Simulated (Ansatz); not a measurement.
GeO2 in space group P3_121 (No. 152; Ge on 3a, O on 6c), the program Ansatz at the LDA level (PAW). The conduction-band minimum lies at Γ, with 1 equivalent valley. Second derivatives d²E/dk² of the lowest band at one valley (eV·Å²), along Cartesian directions:

```
direction  d²E/dk²
---------  -------
[100]        18.91
[010]        18.91
[001]        21.06
[110]        18.91
[101]        19.98
[011]        19.98
```

**Question.** Find the principal effective masses, the density-of-states mass and the conductivity mass.

**Answer.** Off-diagonal terms follow from H_xy = H[110] − (H_xx + H_yy)/2, and m*/mₑ = 7.620 eV·Å² over each eigenvalue: 0.36, 0.40, 0.40. One valley's DOS mass (m₁m₂m₃)^(1/3) = 0.39, conductivity mass 3/(Σ 1/mᵢ) = 0.39 mₑ.

**Question.** What effective density of states Nc follows at 300 K for parabolic valleys?

**Answer.** Nc = 2.509e19 × 1 × (0.39)^(3/2) ≈ 6.1e18 cm⁻³.

**Question.** With the computed static dielectric constant 6.48 (mean of the diagonal), estimate a hydrogenic donor's binding energy and radius.

**Answer.** E = 13.606 eV × 0.39/6.48² ≈ 130 meV; a = 0.529 Å × ε/m* ≈ 8.8 Å. Semilocal masses tend to be too small where the gap is.

The LDA relaxation kept the symmetry of its start; phonons on a q-mesh show no instability. Scalar-relativistic: spin–orbit coupling is off unless named, which matters more the heavier the elements.

Potentials: the later of the program's two PAW sets.
